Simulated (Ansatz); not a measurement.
**Zn: single point with PBEsol+D3(BJ)**

Crystal: Zn.

```
CELL_PARAMETERS angstrom
-1.56904 1.56904 1.56904
1.56904 -1.56904 1.56904
1.56904 1.56904 -1.56904
ATOMIC_POSITIONS crystal
Zn 0.00000 0.00000 0.00000
```

This isn't the form of Zn at room conditions, which is hcp.

```yaml
Program: Ansatz 0.2.0
Task: single point
Functional: PBEsol
Dispersion: D3(BJ)
Potentials_or_basis: Ansatz PAW
Cutoff: "420 eV (not typed: the program's choice for these potentials)"
k_mesh: 12 × 12 × 12
Occupations: methfessel-paxton, width 0.2 eV
Spin: no spin polarisation
```

```json
{
 "Pressure": "-9.0 GPa",
 "Band gap on the k mesh": "none (metal or under the smearing width)"
}
```

Levels at points of the mesh, in eV from the Fermi level:
| k point | band 2 | band 3 | band 4 | band 5 | band 6 | band 7 | band 8 | band 9 | band 10 |
| --- | --- | --- | --- | --- | --- | --- | --- | --- | --- |
| (0.00, 0.00, 0.00) | -7.67 | -7.67 | -7.67 | -7.17 | -7.17 | 18.94 | 18.94 | 18.94 | 20.39 |
| (0.00, 0.00, -0.50) | -7.98 | -7.20 | -7.14 | -6.84 | -2.63 | -0.96 | 11.23 | 12.57 | 15.17 |
| (-0.50, -0.50, -0.50) | -8.22 | -6.92 | -6.92 | -6.92 | 4.17 | 4.17 | 4.17 | 7.46 | 8.55 |

Wall time 3.7 s on 2 threads of Intel(R) Xeon(R) Processor @ 2.50GHz (Skylake/Cascade Lake), with other jobs on the host, peak memory 0.29 GiB.

Caveat: pairwise dispersion overbinds metals, which lowers pressure and volume; the PAW data sets come from PBE, with cores solved anew for the run's functional, which leaves a small shift of forces and pressure.
